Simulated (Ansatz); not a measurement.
# Cu in Ansatz: the effect of target pressure

Cu:

```
Cu
1.0
     2.53410    0.00000    0.00000
    -1.26705    2.19459    0.00000
     0.00000    0.00000    4.11257
Cu
2
Direct
  0.66667 0.33333 0.75000
  0.33333 0.66667 0.25000
```

This isn't the form of Cu at room conditions, which is fcc.

Alike in all runs:

| Item | Value |
| --- | --- |
| Program | Ansatz 0.2.0 |
| Task | relaxation of cell and atoms |
| Functional | PBEsol |
| Potentials or basis | all-electron LAPW, scalar-relativistic |
| Basis error allowed | 0.001 eV/atom |
| k mesh | 12 × 12 × 7 |
| Occupations | fermi-dirac, width 0.05 eV |
| Spin | no spin polarisation |

Each run relaxes the cell or the atoms first.

```tsv
target pressure	relaxed volume (Å³/atom)
0 GPa	11.33
5 GPa	11.02
10 GPa	?
20 GPa	10.31
30 GPa	9.95
```

**Question.** What does the run with target pressure 10 GPa give?

**Answer.** Relaxed volume 10.75 Å³/atom.

Worked out: In Murnaghan's law V^(-B') rises as a straight line in P. The other rows fit best with B' = 4.5, V0 = 11.33 Å³/atom and B0 = 170 GPa, which gives 10.75 Å³/atom at 10 GPa, against the run's 10.75.
